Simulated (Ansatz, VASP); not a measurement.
# Two plane-wave programs on Al2Cu

```
Al Cu
1.0
    -3.03625    3.03625    2.44952
     3.03625   -3.03625    2.44952
     3.03625    3.03625   -2.44952
Al Cu
4 2
Direct
  0.84131 0.65869 0.50000
  0.65869 0.15869 0.81739
  0.34131 0.84131 0.18261
  0.15869 0.34131 0.50000
  0.25000 0.25000 0.00000
  0.75000 0.75000 0.00000
```

Alike in both runs: functional PBE; k mesh 10 × 10 × 10; occupations gaussian, width 0.1 eV; no spin polarisation.

Ansatz relaxed the structure, and its values are those at the end. VASP's run is a single point on that final structure, the one shown.

```csv
,VASP,Ansatz
version,VASP 6.6.1,Ansatz 0.2.0
potentials or method,"VASP PAW PBE potentials, release 64 (Al, Cu)","scalar-relativistic, plane waves, PAW"
plane-wave cutoff (eV),520,420
valence electrons in the cell,34,50
```

|  | VASP | Ansatz | Ansatz less VASP |
| --- | --- | --- | --- |
| gap on the k mesh at the Fermi level (eV) | none | none | - |
| pressure (GPa) | -0.8 | -1.0 | -0.15 |
| rms of the force components (eV/Å) | 0.002 | 0.003 | +0.0012 |

A gap of «none» marks a metal or a gap that the smearing closes. The two sets of potentials don't hold the same shells in valence.
